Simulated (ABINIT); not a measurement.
An input for ABINIT 10.8.3 (MgO (Periclase)):

```
acell 3*1.0 Angstrom
rprim 
  -0.000000000000 2.108500000000 2.108500000000
  2.108500000000 0.000000000000 2.108500000000
  2.108500000000 2.108500000000 0.000000000000
ntypat 2
znucl 12 8
natom 2
typat 1 2
xred 
  0.000000000000 0.000000000000 0.000000000000
  0.500000000000 0.500000000000 0.500000000000
pp_dirpath "pseudos"
pseudos "Mg.upf, O.upf"
ecut 38
ngkpt 6 6 6
nshiftk 1
shiftk 0 0 0
kptopt 1
chksymbreak 0
istwfk *1
occopt 1
irdwfk 1
optdriver 3
nband 78
ecuteps 8
inclvkb 2
awtr 1
symchi 1
indata_prefix "in"
outdata_prefix "out"
tmpdata_prefix "tmp"
```

The database entry behind the starting cell differs from later determinations by our own check (about 0.1 % long), so it need not match the best structure at ambient conditions.

```sh
OMP_NUM_THREADS=1 mpirun -n 8 abinit run.abi > log
```

Q: How long will it take on 8 MPI ranks of Arm Neoverse V2, shared host, and how much memory?

It took 22 s; on shared hardware allow 11 s to 45 s. Peak host memory was 1.1 GiB.

[Paths, hosts, dates, memory and timing lines, banners, echoed tables and standing remarks are left out of the program output.]

[Logs are printed without paths, hosts, clocks, repeated set-up lines and the standing remarks that a program may print on its own settings, such as how far it seeks lower states.]

[Runs of the session that timed out or met a known fault of the program may be left out.]

[Hosts, paths, dates, database ids (printed as entryN), source tags and the programs' standing remarks are cut or masked in the printed files.]

[G0W0 gaps are taken among the corrected bands and points alone; a level outside them can change the order at an edge.]

[Where Ansatz stands beside ABINIT at settings called matched, ABINIT's density can come from a denser mesh and the files from another edition; pairs whose starting gaps differed by over 0.03 eV were left out, so agreement reads better than it is.]
